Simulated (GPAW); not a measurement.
PbTe: changing the functional

```cif
data_structure
_symmetry_space_group_name_H-M 'P 1'
_symmetry_Int_Tables_number 1
_cell_length_a 4.5693
_cell_length_b 4.5693
_cell_length_c 4.5693
_cell_angle_alpha 60.000
_cell_angle_beta 60.000
_cell_angle_gamma 60.000
_cell_volume 67.46
loop_
_atom_site_label
_atom_site_type_symbol
_atom_site_fract_x
_atom_site_fract_y
_atom_site_fract_z
_atom_site_occupancy
Pb1 Pb 0.00000 0.00000 0.00000 1
Te1 Te 0.50000 0.50000 0.50000 1
```

Kept alike: task dielectric tensor; k mesh 6 × 6 × 6; occupations fermi-dirac, width 0.001 eV; no spin polarisation. Program: GPAW, potentials by row: GPAW PAW data sets (gpaw-data 1.2.1) (PBE); PAW data sets generated for this functional (PBEsol); the program's PAW data sets (release 1.2.1) made for this functional (RPBE), cutoff 450 eV. The mesh is that of the run's cell of 2 atoms. No spin-orbit coupling.

```csv
functional,band gap (eV)
PBE,0.693
PBEsol,0.627
RPBE,0.754
```

Spin-orbit coupling, left out here, moves the band edges of heavy atoms and can close or invert small gaps. A gap read on the mesh alone can miss an edge between its points.

Problem. What does the functional change here?

Solution. The band gap runs from 0.627 (PBEsol) to 0.754 eV (RPBE). From PBE: PBEsol -0.066; RPBE +0.061.

The gap widens from PBEsol through PBE to RPBE, the order in which the exchange enhancement grows with the density gradient. Because the cell is the same throughout, the spread doesn't come from different equilibrium volumes. It probably reflects small relative shifts of the band edges, to which the change of potentials may also contribute. In PbTe the valence edge at L is Te 5p pushed up by antibonding mixing with Pb 6s, while the conduction edge is mainly Pb 6p.

All three gaps are clearly larger than the measured one, although semilocal functionals usually err the other way. The likely cause is the missing spin-orbit coupling, which in PbTe mainly lowers the Pb 6p conduction edge. PBEsol's smaller gap is therefore no evidence that it describes the electronic structure better. Relaxing the cell with each functional would probably increase the spread, since the gap of PbTe grows with volume and RPBE favours larger lattices than PBEsol.
